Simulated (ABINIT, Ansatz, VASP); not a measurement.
# ScAl3: equilibrium volume by level of theory

```xyz
4
Lattice="4.0878 0.0000 0.0000 0.0000 4.0878 0.0000 0.0000 0.0000 4.0878" Properties=species:S:1:pos:R:3 pbc="T T T"
Sc    0.0000    0.0000    0.0000
Al    2.0439    2.0439    0.0000
Al    0.0000    2.0439    2.0439
Al    2.0439    0.0000    2.0439
```

```tsv
rung	level	program and potentials	cutoff (eV)	k mesh	smearing	task	equilibrium volume (Å³/atom)	miss	notes
LDA	LDA	ABINIT, JTH PAW LDA v2.0	408	5 × 5 × 5	fermi-dirac 0.05	relaxation of cell and atoms	16.37	-5.2 %	-
GGA	PBE	Ansatz, Ansatz PAW	420	7 × 7 × 7	fermi-dirac 0.05	equation of state	17.29	+0.1 %	-
GGA + dispersion	PBE+D3(zero damping)	VASP, PBE PAW files Al, Sc_sv, 600 eV	600	7 × 7 × 7	fermi-dirac 0.05	relaxation of cell and atoms	16.80	-2.7 %	-
GGA + dispersion	PBE+D4	Ansatz, Ansatz PAW	420	7 × 7 × 7	fermi-dirac 0.05	relaxation of cell and atoms	16.70	-3.3 %	-
GGA	PBEsol	Ansatz, Ansatz PAW	420	7 × 7 × 7	fermi-dirac 0.05	equation of state	16.87	-2.3 %	potentials made for PBE, which Ansatz adapts in part
GGA + dispersion	PBEsol+D3(BJ)	Ansatz, Ansatz PAW	420	7 × 7 × 7	fermi-dirac 0.05	relaxation of cell and atoms	16.23	-6.0 %	potentials made for PBE, which Ansatz adapts in part
GGA + dispersion	PBEsol+D4	Ansatz, Ansatz PAW	420	7 × 7 × 7	fermi-dirac 0.05	relaxation of cell and atoms	(a)	?	potentials made for PBE, which Ansatz adapts in part
non-local van der Waals functional	PBE+rVV10	VASP, PBE PAW files Al, Sc_sv, 600 eV	600	7 × 7 × 7	fermi-dirac 0.05	relaxation of cell and atoms	(b)	?	-
non-local van der Waals functional	vdW-DF-cx	VASP, PBE PAW files Al, Sc_sv, 600 eV	600	7 × 7 × 7	fermi-dirac 0.05	relaxation of cell and atoms	17.03	-1.4 %	potentials made for PBE
```

All rows: no spin polarisation. Smearing widths are in eV. For a metal such meshes aren't converged. Meshes differ between rows, which moves values too. Meshes are those of the run's cell of 4 atoms unless a note names another. Relaxations start from the cell shown or near it and stop with a little pressure left. The cell shown, of 17.08 Å³ an atom, is the runs' start and not the measured value. Misses use the values as printed. Runs on faulty files, with rough fits or with known faults for this quantity aren't shown. No row holds spin-orbit coupling.

Measured: 17.27 Å³/atom at 300 K (pmc:8067998, doi:10.3390/ma14081837). The runs are for a static lattice.

Q: Estimate the values left out from the other rows.

A: (a) 16.54 Å³/atom, miss -4.2 %; (b) 17.19 Å³/atom, miss -0.5 %.
